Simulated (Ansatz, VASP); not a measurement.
## MgO: VASP beside Ansatz

```
Mg O
1.0
     0.00000    1.99811    2.17520
     1.99811    0.00000    2.17520
     1.99811    1.99811    0.00000
Mg O
1 1
Direct
  0.00000 0.00000 0.00000
  0.50000 0.50000 0.50000
```

Change from the starting cell: epitaxial_xy strain -5.0%.

Alike in both runs: task single point; functional PBE; k mesh 10 × 10 × 10; occupations fermi-dirac, width 0.02 eV; no spin polarisation.

|  | VASP | Ansatz |
| --- | --- | --- |
| version | VASP 6.6.1 | Ansatz 0.2.0 |
| potentials or method | VASP PAW PBE potentials, release 64 (Mg, O) | plane waves, PAW |
| plane-wave cutoff (eV) | 520 | 420 |
| valence electrons in the cell | 8 | 16 |

Ansatz gave:

```
gap on the k mesh at the Fermi level (eV)       : 5.34
pressure (GPa)                                  : 21.7
largest component of the traceless stress (GPa) : 15.85
```

Q: What did VASP give for the same quantities?

A: gap on the k mesh at the Fermi level (eV): 5.33; pressure (GPa): 21.0; largest component of the traceless stress (GPa): 15.99.

The two sets of potentials don't hold the same shells in valence.

Caveats: so large a pressure means that the cell lies far from this level's equilibrium, or that cutoff or potentials fall short (VASP).
